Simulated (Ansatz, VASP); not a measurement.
## One calculation of InAs, two programs

```
In As
1.0
     0.00000    3.04373    3.04373
     3.04373    0.00000    3.04373
     3.04373    3.04373    0.00000
In As
1 1
Direct
  0.00000 0.00000 0.00000
  0.75000 0.75000 0.75000
```

Alike in both runs: functional PBEsol; k mesh 12 × 12 × 12; occupations fermi-dirac, width 0.15 eV; no spin polarisation.

Ansatz relaxed the structure, and its values are those at the end. VASP's run is a single point on that final structure, the one shown.

|  | VASP | Ansatz |
| --- | --- | --- |
| version | VASP 6.6.1 | Ansatz 0.2.0 |
| potentials or method | VASP PAW PBE potentials, release 64 (In_d, As) | scalar-relativistic, plane waves, PAW |
| plane-wave cutoff (eV) | 520 | 420 |
| valence electrons in the cell | 18 | 28 |

```tsv
	VASP	Ansatz	Ansatz less VASP
gap on the k mesh at the Fermi level (eV)	none	none	-
pressure (GPa)	0.1	0.0	-0.08
```

A gap of «none» marks a metal or a gap that the smearing closes. The two sets of potentials don't hold the same shells in valence.

Caveats: the PAW data sets were made with another functional, which shifts forces and pressure a little (VASP).
